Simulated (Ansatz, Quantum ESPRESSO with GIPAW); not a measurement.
# HfTaNO3: working out the 17O quadrupolar coupling

A plane-wave PAW calculation (PBEsol, Ansatz) gives this electric field gradient, in 10²¹ V/m² and Cartesian axes, at one O site of HfTaNO3 (atom 5; bound to Ta2; site symmetry mm2):

```
      1.9665        0.0000        0.0000
      0.0000       -1.9109        0.0000
      0.0000        0.0000       -0.0556
```

17O has spin 5/2, Q = -0.02558 barn and |γ|/2π = 5.7742 MHz/T. The cell is the Pmm2 form of a database entry, atoms and cell relaxed, static and at 0 K, with no spin-orbit coupling beside its heavy atoms. The PAW files were made for PBE.

**Task.** Find C_Q, η_Q and ν_Q, and the shift and width of the central transition under fast MAS at 11.7 T and 20 T.

1. The tensor is symmetric and traceless. Its eigenvalues, ordered by size, are V_xx = -0.0556, V_yy = -1.9109 and V_zz = 1.9665.

2. η_Q = (V_xx − V_yy)/V_zz = 0.943.

3. C_Q = eQV_zz/h. One unit of 10²¹ V/m² with one barn gives 24.18 MHz, so C_Q = 24.18 × −0.02558 × 1.9665 = -1.216 MHz. A spectrum shows its size, not its sign.

4. ν_Q = 3C_Q/[2I(2I−1)] = 0.182 MHz in size, and P_Q = |C_Q|√(1 + η²/3) = 1.385 MHz.

5. The resonances lie at ν0 = 67.56 and 115.48 MHz, so ν_Q/ν0 is 0.003 at most and second order holds. The centre of gravity moves by δ_Q = −(3/40)(P_Q/ν0)² F × 10⁶ ppm, with F = [I(I+1) − 3/4]/[I²(2I−1)²] = 0.08: -2.52 ppm at 11.7 T and -0.863 ppm at 20 T.

6. Summing the second-order term over orientations gives a full width of 5.58 ppm (0.38 kHz) and 1.91 ppm (0.22 kHz). In ppm both fall as 1/B²: (11.7/20)² = 0.342. The spinning rate must pass the static width for this shape to show cleanly.

[Banner, clock, file and message-heading lines were taken out of the pw.x and gipaw.x logs.]

[Logs are printed without paths, hosts, clocks, repeated set-up lines and the standing remarks that a program may print on its own settings, such as how far it seeks lower states.]

[Hosts, paths, dates, database ids (printed as entryN), source tags and the programs' standing remarks are cut or masked in the printed files.]
